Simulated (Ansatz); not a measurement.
**SnTe: equation of state with HF**

Crystal: SnTe.

```xyz
2
Lattice="0.0000 3.1509 3.1509 3.1509 0.0000 3.1509 3.1509 3.1509 0.0000" Properties=species:S:1:pos:R:3 pbc="T T T"
Te    3.1509    3.1509    3.1509
Sn    0.0000    0.0000    0.0000
```

```
Program             : Ansatz 0.2.0
Task                : equation of state
Functional          : HF
Potentials or basis : Ansatz PAW
Cutoff              : 420 eV
Density cutoff      : 1680 eV
k mesh              : 4 × 4 × 4
Occupations         : fermi-dirac, width 0.05 eV
Spin                : no spin polarisation
```

The equilibrium volume is outside the volumes run.

Energy against volume, from the lowest point:
```
volume (Å³/atom)  energy (meV/atom)
          29.404             205.17
          30.030             156.66
          30.656             114.58
          31.281              78.38
          31.907              47.59
          32.532              21.57
          33.158               0.00
```

All runs of the series together: 110 s on 2 threads of Arm Neoverse V2, with other jobs on the host.

Caveat: the k mesh is coarse (spacing up to 0.43 Å⁻¹), so the values aren't converged, least of all with exact exchange; the potentials were made for another functional, which shifts forces and pressure. The run has no spin-orbit coupling, so splittings on Te are missing.
